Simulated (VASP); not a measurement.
# HgTe (Coloradoite) under changes of volume

One of the cells (35.603 Å³/atom); the others are scaled copies at fixed shape and fractional positions:

```
Hg Te
1.0
     0.00000    3.28975    3.28975
     3.28975    0.00000    3.28975
     3.28975    3.28975    0.00000
Hg Te
1 1
Direct
  0.00000 0.00000 0.00000
  0.75000 0.75000 0.75000
```

```yaml
Program: VASP 6.6.1
Functional: r2SCAN
Potentials_or_basis: VASP PAW PBE potentials, release 64 (Hg, Te)
Cutoff: 520 eV
k_mesh: 6 × 6 × 6
Occupations: fermi-dirac, width 0.05 eV
Spin: no spin polarisation
```

```csv
volume (Å³/atom),energy over the lowest point (meV/atom),pressure (GPa)
34.179,?,?
34.891,1.98,0.8
35.603,0.00,0.0
36.315,1.56,-0.8
37.027,6.30,-1.4
```

**Question.** What does the run at 34.179 Å³/atom give?

**Answer.** Energy over the lowest point 7.97 meV/atom; pressure 1.8 GPa.

Worked out: A Birch-Murnaghan fit of order 2 (a polynomial in V^(-2/3)) to the other rows has its minimum at 35.63 Å³/atom with B0 = V·E''(V) = 40 GPa. It gives 7.85 meV/atom at 34.179 Å³/atom, against the run's 7.97, and -dE/dV = 1.8 GPa, against 1.8.

Energies are extrapolated to zero smearing.

Caveats: the PAW data sets were made with another functional, which shifts forces and pressure a little.
